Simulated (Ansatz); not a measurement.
## Band table of N

```yaml
crystal:
  lattice:
    - [4.74900, 0.00000, 0.00000]
    - [0.00000, 7.87300, 0.00000]
    - [0.00000, 0.00000, 3.54100]
  atoms:
    - { symbol: N, position: [0.02050, 0.25000, 0.63480] }
    - { symbol: N, position: [0.97950, 0.75000, 0.36520] }
    - { symbol: N, position: [0.47950, 0.75000, 0.13480] }
    - { symbol: N, position: [0.52050, 0.25000, 0.86520] }
```

Atoms are numbered in the order listed.

The cell comes from COD entry 1531482, which wasn't checked; take it as a given geometry.

Theory: Ansatz 0.2.0, DFT, PBE, all-electron LAPW, scalar-relativistic.

Settings: a Γ-centred 6×4×8 k mesh, Fermi–Dirac smearing of 0.03 eV, basis error target 0.5 meV/atom, no spin polarisation.

Path points, in fractions of the reciprocal vectors: Γ (0.000, 0.000, 0.000), X (0.500, 0.000, 0.000), S (0.500, 0.500, 0.000), Y (0.000, 0.500, 0.000), Z (0.000, 0.000, 0.500), U (0.500, 0.000, 0.500), R (0.500, 0.500, 0.500), T (0.000, 0.500, 0.500). Levels in eV from the Fermi level; bands 1 to 16, counted from the lowest band of the run. The gap is zero.

```
# k(1/Å) point b1 b2 b3 b4 b5 b6 b7 b8 b9 b10 b11 b12 b13 b14 b15 b16
0.000 Γ -12.45 -12.40 -10.92 -10.89 -1.89 -1.82 -0.98 -0.40 0.25 0.27 0.35 0.35 0.36 0.59 2.01 2.02
0.047 - -12.45 -12.39 -10.93 -10.90 -1.88 -1.81 -0.98 -0.40 0.25 0.27 0.34 0.35 0.35 0.59 2.00 2.01
0.095 - -12.44 -12.38 -10.94 -10.91 -1.85 -1.78 -0.97 -0.39 0.26 0.28 0.33 0.34 0.34 0.58 1.97 1.98
0.142 - -12.42 -12.36 -10.97 -10.94 -1.79 -1.73 -0.95 -0.37 0.27 0.29 0.30 0.32 0.33 0.56 1.92 1.94
0.189 - -12.39 -12.34 -11.02 -10.98 -1.72 -1.66 -0.93 -0.35 0.27 0.29 0.30 0.31 0.31 0.54 1.85 1.87
0.236 - -12.36 -12.30 -11.07 -11.03 -1.64 -1.57 -0.89 -0.33 0.23 0.27 0.28 0.32 0.33 0.51 1.77 1.79
0.284 - -12.32 -12.26 -11.13 -11.09 -1.53 -1.47 -0.85 -0.30 0.18 0.24 0.24 0.35 0.36 0.47 1.67 1.70
0.331 - -12.27 -12.21 -11.20 -11.16 -1.42 -1.36 -0.81 -0.27 0.13 0.20 0.20 0.38 0.40 0.43 1.56 1.59
0.378 - -12.21 -12.16 -11.27 -11.23 -1.29 -1.23 -0.76 -0.23 0.07 0.14 0.15 0.39 0.42 0.44 1.45 1.48
0.425 - -12.15 -12.10 -11.35 -11.31 -1.15 -1.09 -0.70 -0.18 0.00 0.08 0.09 0.34 0.47 0.49 1.33 1.36
0.473 - -12.08 -12.03 -11.43 -11.39 -1.01 -0.95 -0.64 -0.14 -0.07 0.00 0.01 0.29 0.52 0.54 1.21 1.25
0.520 - -12.01 -11.96 -11.52 -11.47 -0.86 -0.81 -0.58 -0.14 -0.09 -0.09 -0.07 0.24 0.58 0.60 1.10 1.13
0.567 - -11.94 -11.89 -11.60 -11.56 -0.71 -0.67 -0.51 -0.21 -0.19 -0.17 -0.04 0.18 0.64 0.66 0.99 1.02
0.614 - -11.86 -11.81 -11.69 -11.64 -0.57 -0.53 -0.44 -0.31 -0.29 -0.28 0.02 0.13 0.72 0.74 0.89 0.92
0.662 X -11.77 -11.77 -11.73 -11.73 -0.43 -0.43 -0.40 -0.40 -0.36 -0.36 0.07 0.07 0.80 0.80 0.82 0.82
0.690 - -11.77 -11.77 -11.73 -11.73 -0.43 -0.43 -0.40 -0.40 -0.36 -0.36 0.07 0.07 0.80 0.80 0.82 0.82
0.719 - -11.77 -11.77 -11.73 -11.73 -0.43 -0.43 -0.40 -0.40 -0.36 -0.36 0.07 0.07 0.80 0.80 0.82 0.82
0.747 - -11.77 -11.77 -11.73 -11.73 -0.43 -0.43 -0.40 -0.40 -0.35 -0.35 0.06 0.06 0.80 0.80 0.82 0.82
0.776 - -11.77 -11.77 -11.73 -11.73 -0.43 -0.43 -0.40 -0.40 -0.34 -0.34 0.05 0.05 0.80 0.80 0.82 0.82
0.804 - -11.77 -11.77 -11.73 -11.73 -0.43 -0.43 -0.40 -0.40 -0.33 -0.33 0.04 0.04 0.80 0.80 0.82 0.82
0.833 - -11.77 -11.77 -11.73 -11.73 -0.43 -0.43 -0.41 -0.41 -0.32 -0.32 0.02 0.02 0.80 0.80 0.82 0.82
0.861 - -11.77 -11.77 -11.74 -11.74 -0.43 -0.43 -0.41 -0.41 -0.30 -0.30 0.00 0.00 0.80 0.80 0.82 0.82
0.890 - -11.77 -11.77 -11.74 -11.74 -0.43 -0.43 -0.41 -0.41 -0.28 -0.28 -0.02 -0.02 0.81 0.81 0.82 0.82
0.918 - -11.76 -11.76 -11.74 -11.74 -0.43 -0.43 -0.41 -0.41 -0.26 -0.26 -0.04 -0.04 0.81 0.81 0.82 0.82
0.947 - -11.76 -11.76 -11.74 -11.74 -0.43 -0.43 -0.41 -0.41 -0.24 -0.24 -0.06 -0.06 0.81 0.81 0.82 0.82
0.975 - -11.76 -11.76 -11.74 -11.74 -0.42 -0.42 -0.41 -0.41 -0.22 -0.22 -0.08 -0.08 0.81 0.81 0.82 0.82
1.004 - -11.76 -11.76 -11.75 -11.75 -0.42 -0.42 -0.42 -0.42 -0.20 -0.20 -0.10 -0.10 0.81 0.81 0.82 0.82
1.032 - -11.75 -11.75 -11.75 -11.75 -0.42 -0.42 -0.42 -0.42 -0.18 -0.18 -0.13 -0.13 0.81 0.81 0.82 0.82
1.061 S -11.75 -11.75 -11.75 -11.75 -0.42 -0.42 -0.42 -0.42 -0.15 -0.15 -0.15 -0.15 0.81 0.81 0.81 0.81
1.108 - -11.83 -11.83 -11.67 -11.67 -0.55 -0.55 -0.30 -0.30 -0.22 -0.22 -0.09 -0.09 0.73 0.73 0.91 0.91
1.155 - -11.91 -11.91 -11.58 -11.58 -0.69 -0.69 -0.28 -0.28 -0.18 -0.18 -0.02 -0.02 0.66 0.66 1.01 1.01
1.202 - -11.99 -11.99 -11.50 -11.50 -0.84 -0.84 -0.34 -0.34 -0.08 -0.08 0.04 0.04 0.59 0.59 1.12 1.12
1.250 - -12.06 -12.06 -11.41 -11.41 -0.98 -0.98 -0.40 -0.40 0.01 0.01 0.11 0.11 0.53 0.53 1.23 1.23
1.297 - -12.13 -12.13 -11.33 -11.33 -1.12 -1.12 -0.46 -0.46 0.08 0.08 0.17 0.17 0.48 0.48 1.35 1.35
1.344 - -12.19 -12.19 -11.25 -11.25 -1.26 -1.26 -0.51 -0.51 0.15 0.15 0.22 0.22 0.43 0.43 1.47 1.47
1.391 - -12.24 -12.24 -11.18 -11.18 -1.39 -1.39 -0.55 -0.55 0.20 0.20 0.27 0.27 0.40 0.40 1.58 1.58
1.439 - -12.29 -12.29 -11.11 -11.11 -1.50 -1.50 -0.59 -0.59 0.24 0.24 0.31 0.31 0.37 0.37 1.68 1.68
1.486 - -12.33 -12.33 -11.05 -11.05 -1.61 -1.61 -0.63 -0.63 0.28 0.28 0.32 0.32 0.38 0.38 1.78 1.78
1.533 - -12.36 -12.36 -11.00 -11.00 -1.69 -1.69 -0.66 -0.66 0.30 0.30 0.31 0.31 0.41 0.41 1.86 1.86
1.580 - -12.39 -12.39 -10.96 -10.96 -1.76 -1.76 -0.68 -0.68 0.28 0.28 0.33 0.33 0.43 0.43 1.93 1.93
1.628 - -12.41 -12.41 -10.93 -10.93 -1.81 -1.81 -0.69 -0.69 0.27 0.27 0.34 0.34 0.45 0.45 1.98 1.98
1.675 - -12.42 -12.42 -10.91 -10.91 -1.84 -1.84 -0.70 -0.70 0.26 0.26 0.35 0.35 0.46 0.46 2.01 2.01
1.722 Y -12.43 -12.43 -10.90 -10.90 -1.85 -1.85 -0.71 -0.71 0.26 0.26 0.35 0.35 0.47 0.47 2.02 2.02
1.751 - -12.43 -12.42 -10.91 -10.90 -1.86 -1.85 -0.74 -0.68 0.26 0.26 0.35 0.35 0.45 0.48 2.02 2.02
1.779 - -12.43 -12.42 -10.91 -10.90 -1.86 -1.85 -0.77 -0.64 0.26 0.26 0.35 0.35 0.44 0.49 2.02 2.02
1.808 - -12.43 -12.42 -10.91 -10.90 -1.87 -1.84 -0.80 -0.61 0.25 0.26 0.35 0.35 0.43 0.51 2.02 2.02
1.836 - -12.44 -12.41 -10.91 -10.90 -1.87 -1.84 -0.83 -0.58 0.25 0.26 0.35 0.36 0.41 0.52 2.02 2.02
1.865 - -12.44 -12.41 -10.91 -10.90 -1.87 -1.84 -0.86 -0.55 0.25 0.26 0.35 0.36 0.40 0.53 2.02 2.02
1.893 - -12.44 -12.41 -10.91 -10.89 -1.88 -1.83 -0.88 -0.52 0.25 0.26 0.35 0.36 0.39 0.54 2.01 2.02
1.922 - -12.44 -12.41 -10.92 -10.89 -1.88 -1.83 -0.91 -0.49 0.25 0.26 0.35 0.36 0.38 0.55 2.01 2.02
1.950 - -12.45 -12.40 -10.92 -10.89 -1.88 -1.83 -0.93 -0.47 0.25 0.26 0.35 0.36 0.37 0.56 2.01 2.02
1.979 - -12.45 -12.40 -10.92 -10.89 -1.88 -1.82 -0.94 -0.45 0.25 0.27 0.35 0.36 0.36 0.57 2.01 2.02
2.007 - -12.45 -12.40 -10.92 -10.89 -1.88 -1.82 -0.96 -0.43 0.25 0.27 0.35 0.36 0.36 0.58 2.01 2.02
2.036 - -12.45 -12.40 -10.92 -10.89 -1.89 -1.82 -0.97 -0.42 0.25 0.27 0.35 0.35 0.36 0.58 2.01 2.02
2.064 - -12.45 -12.40 -10.92 -10.89 -1.89 -1.82 -0.98 -0.41 0.25 0.27 0.35 0.35 0.36 0.59 2.01 2.02
2.093 - -12.45 -12.40 -10.92 -10.89 -1.89 -1.82 -0.98 -0.40 0.25 0.27 0.35 0.35 0.36 0.59 2.01 2.02
2.121 Γ -12.45 -12.40 -10.92 -10.89 -1.89 -1.82 -0.98 -0.40 0.25 0.27 0.35 0.35 0.36 0.59 2.01 2.02
2.184 - -12.45 -12.40 -10.92 -10.89 -1.88 -1.82 -0.98 -0.40 0.21 0.23 0.35 0.36 0.37 0.59 2.01 2.02
2.248 - -12.44 -12.39 -10.92 -10.89 -1.87 -1.81 -0.97 -0.39 0.14 0.16 0.35 0.38 0.38 0.59 2.00 2.01
2.311 - -12.43 -12.38 -10.92 -10.89 -1.86 -1.79 -0.95 -0.39 0.04 0.06 0.35 0.38 0.38 0.59 1.99 2.00
2.375 - -12.41 -12.36 -10.91 -10.89 -1.84 -1.78 -0.92 -0.38 -0.07 -0.05 0.36 0.36 0.36 0.59 1.97 1.98
2.438 - -12.39 -12.35 -10.91 -10.88 -1.81 -1.75 -0.88 -0.37 -0.19 -0.17 0.32 0.33 0.37 0.58 1.95 1.96
2.501 - -12.37 -12.33 -10.91 -10.88 -1.78 -1.73 -0.84 -0.37 -0.32 -0.30 0.28 0.29 0.38 0.58 1.93 1.94
2.565 - -12.35 -12.31 -10.91 -10.88 -1.75 -1.70 -0.79 -0.44 -0.42 -0.36 0.23 0.24 0.39 0.58 1.91 1.92
2.628 - -12.32 -12.28 -10.90 -10.88 -1.72 -1.68 -0.75 -0.55 -0.53 -0.36 0.17 0.18 0.40 0.57 1.88 1.89
2.691 - -12.30 -12.26 -10.90 -10.88 -1.69 -1.65 -0.69 -0.65 -0.64 -0.36 0.12 0.13 0.42 0.56 1.86 1.87
2.755 - -12.27 -12.25 -10.90 -10.88 -1.66 -1.63 -0.74 -0.73 -0.64 -0.37 0.07 0.08 0.43 0.55 1.84 1.84
2.818 - -12.25 -12.23 -10.89 -10.88 -1.63 -1.61 -0.81 -0.80 -0.59 -0.38 0.03 0.04 0.45 0.54 1.82 1.82
2.882 - -12.24 -12.22 -10.89 -10.88 -1.61 -1.60 -0.87 -0.86 -0.54 -0.40 0.00 0.00 0.46 0.53 1.81 1.81
2.945 - -12.23 -12.22 -10.89 -10.89 -1.60 -1.59 -0.90 -0.89 -0.50 -0.43 -0.02 -0.02 0.48 0.51 1.80 1.80
3.008 Z -12.22 -12.22 -10.89 -10.89 -1.59 -1.59 -0.91 -0.91 -0.46 -0.46 -0.02 -0.02 0.50 0.50 1.79 1.79
3.056 - -12.22 -12.22 -10.89 -10.89 -1.59 -1.59 -0.89 -0.89 -0.46 -0.46 -0.03 -0.03 0.49 0.49 1.79 1.79
3.103 - -12.20 -12.20 -10.91 -10.91 -1.60 -1.60 -0.84 -0.84 -0.45 -0.45 -0.06 -0.06 0.49 0.49 1.78 1.78
3.150 - -12.19 -12.19 -10.93 -10.93 -1.61 -1.61 -0.76 -0.76 -0.44 -0.44 -0.11 -0.11 0.47 0.47 1.77 1.77
3.197 - -12.16 -12.16 -10.97 -10.97 -1.61 -1.61 -0.66 -0.66 -0.42 -0.42 -0.17 -0.17 0.45 0.45 1.75 1.75
3.245 - -12.13 -12.13 -11.01 -11.01 -1.60 -1.60 -0.55 -0.55 -0.40 -0.40 -0.24 -0.24 0.43 0.43 1.72 1.72
3.292 - -12.10 -12.10 -11.06 -11.06 -1.59 -1.59 -0.42 -0.42 -0.37 -0.37 -0.33 -0.33 0.40 0.40 1.67 1.67
3.339 - -12.05 -12.05 -11.12 -11.12 -1.57 -1.57 -0.42 -0.42 -0.34 -0.34 -0.27 -0.27 0.36 0.36 1.62 1.62
3.386 - -12.00 -12.00 -11.18 -11.18 -1.53 -1.53 -0.52 -0.52 -0.30 -0.30 -0.11 -0.11 0.32 0.32 1.55 1.55
3.434 - -11.95 -11.95 -11.25 -11.25 -1.49 -1.49 -0.62 -0.62 -0.27 -0.27 0.04 0.04 0.28 0.28 1.46 1.46
3.481 - -11.89 -11.89 -11.32 -11.32 -1.44 -1.44 -0.73 -0.73 -0.23 -0.23 0.21 0.21 0.24 0.24 1.37 1.37
3.528 - -11.83 -11.83 -11.39 -11.39 -1.37 -1.37 -0.83 -0.83 -0.19 -0.19 0.20 0.20 0.37 0.37 1.25 1.25
3.575 - -11.76 -11.76 -11.46 -11.46 -1.30 -1.30 -0.93 -0.93 -0.16 -0.16 0.17 0.17 0.53 0.53 1.13 1.13
3.623 - -11.69 -11.69 -11.54 -11.54 -1.22 -1.22 -1.03 -1.03 -0.13 -0.13 0.14 0.14 0.69 0.69 0.99 0.99
3.670 U -11.63 -11.63 -11.60 -11.60 -1.17 -1.17 -1.09 -1.09 -0.12 -0.12 0.13 0.13 0.85 0.85 0.85 0.85
3.698 - -11.63 -11.63 -11.60 -11.60 -1.17 -1.17 -1.09 -1.09 -0.12 -0.12 0.13 0.13 0.85 0.85 0.85 0.85
3.727 - -11.63 -11.63 -11.60 -11.60 -1.17 -1.17 -1.09 -1.09 -0.12 -0.12 0.12 0.12 0.85 0.85 0.85 0.85
3.755 - -11.63 -11.63 -11.60 -11.60 -1.17 -1.17 -1.09 -1.09 -0.11 -0.11 0.12 0.12 0.85 0.85 0.85 0.85
3.784 - -11.63 -11.63 -11.60 -11.60 -1.16 -1.16 -1.09 -1.09 -0.11 -0.11 0.12 0.12 0.85 0.85 0.85 0.85
3.812 - -11.63 -11.63 -11.60 -11.60 -1.16 -1.16 -1.10 -1.10 -0.10 -0.10 0.11 0.11 0.85 0.85 0.85 0.85
3.841 - -11.63 -11.63 -11.60 -11.60 -1.16 -1.16 -1.10 -1.10 -0.09 -0.09 0.10 0.10 0.85 0.85 0.85 0.85
3.869 - -11.62 -11.62 -11.60 -11.60 -1.16 -1.16 -1.10 -1.10 -0.08 -0.08 0.09 0.09 0.85 0.85 0.85 0.85
3.898 - -11.62 -11.62 -11.61 -11.61 -1.16 -1.16 -1.11 -1.11 -0.07 -0.07 0.08 0.08 0.85 0.85 0.85 0.85
3.926 - -11.62 -11.62 -11.61 -11.61 -1.15 -1.15 -1.11 -1.11 -0.06 -0.06 0.07 0.07 0.85 0.85 0.85 0.85
3.955 - -11.62 -11.62 -11.61 -11.61 -1.15 -1.15 -1.11 -1.11 -0.05 -0.05 0.06 0.06 0.85 0.85 0.85 0.85
3.983 - -11.62 -11.62 -11.61 -11.61 -1.14 -1.14 -1.12 -1.12 -0.04 -0.04 0.05 0.05 0.85 0.85 0.85 0.85
4.012 - -11.62 -11.62 -11.61 -11.61 -1.14 -1.14 -1.12 -1.12 -0.02 -0.02 0.03 0.03 0.85 0.85 0.85 0.85
4.040 - -11.62 -11.62 -11.61 -11.61 -1.14 -1.14 -1.13 -1.13 -0.01 -0.01 0.02 0.02 0.85 0.85 0.85 0.85
4.069 R -11.61 -11.61 -11.61 -11.61 -1.13 -1.13 -1.13 -1.13 0.01 0.01 0.01 0.01 0.85 0.85 0.85 0.85
4.116 - -11.69 -11.69 -11.54 -11.54 -1.22 -1.22 -1.04 -1.04 -0.05 -0.05 0.06 0.06 0.70 0.70 1.00 1.00
4.163 - -11.76 -11.76 -11.47 -11.47 -1.30 -1.30 -0.94 -0.94 -0.10 -0.10 0.11 0.11 0.54 0.54 1.13 1.13
4.211 - -11.83 -11.83 -11.39 -11.39 -1.37 -1.37 -0.84 -0.84 -0.15 -0.15 0.16 0.16 0.38 0.38 1.26 1.26
4.258 - -11.89 -11.89 -11.32 -11.32 -1.44 -1.44 -0.73 -0.73 -0.20 -0.20 0.21 0.21 0.22 0.22 1.37 1.37
4.305 - -11.95 -11.95 -11.25 -11.25 -1.49 -1.49 -0.63 -0.63 -0.25 -0.25 0.06 0.06 0.25 0.25 1.46 1.46
4.352 - -12.00 -12.00 -11.18 -11.18 -1.54 -1.54 -0.53 -0.53 -0.30 -0.30 -0.09 -0.09 0.30 0.30 1.55 1.55
4.400 - -12.05 -12.05 -11.12 -11.12 -1.57 -1.57 -0.43 -0.43 -0.37 -0.37 -0.21 -0.21 0.34 0.34 1.62 1.62
4.447 - -12.10 -12.10 -11.06 -11.06 -1.59 -1.59 -0.47 -0.47 -0.33 -0.33 -0.29 -0.29 0.37 0.37 1.67 1.67
4.494 - -12.13 -12.13 -11.01 -11.01 -1.61 -1.61 -0.58 -0.58 -0.33 -0.33 -0.25 -0.25 0.40 0.40 1.72 1.72
4.541 - -12.16 -12.16 -10.97 -10.97 -1.61 -1.61 -0.69 -0.69 -0.36 -0.36 -0.17 -0.17 0.43 0.43 1.75 1.75
4.589 - -12.19 -12.19 -10.93 -10.93 -1.61 -1.61 -0.79 -0.79 -0.39 -0.39 -0.11 -0.11 0.45 0.45 1.77 1.77
4.636 - -12.20 -12.20 -10.91 -10.91 -1.60 -1.60 -0.86 -0.86 -0.40 -0.40 -0.07 -0.07 0.47 0.47 1.78 1.78
4.683 - -12.22 -12.22 -10.89 -10.89 -1.59 -1.59 -0.91 -0.91 -0.41 -0.41 -0.04 -0.04 0.48 0.48 1.79 1.79
4.730 T -12.22 -12.22 -10.89 -10.89 -1.59 -1.59 -0.93 -0.93 -0.41 -0.41 -0.03 -0.03 0.48 0.48 1.79 1.79
```
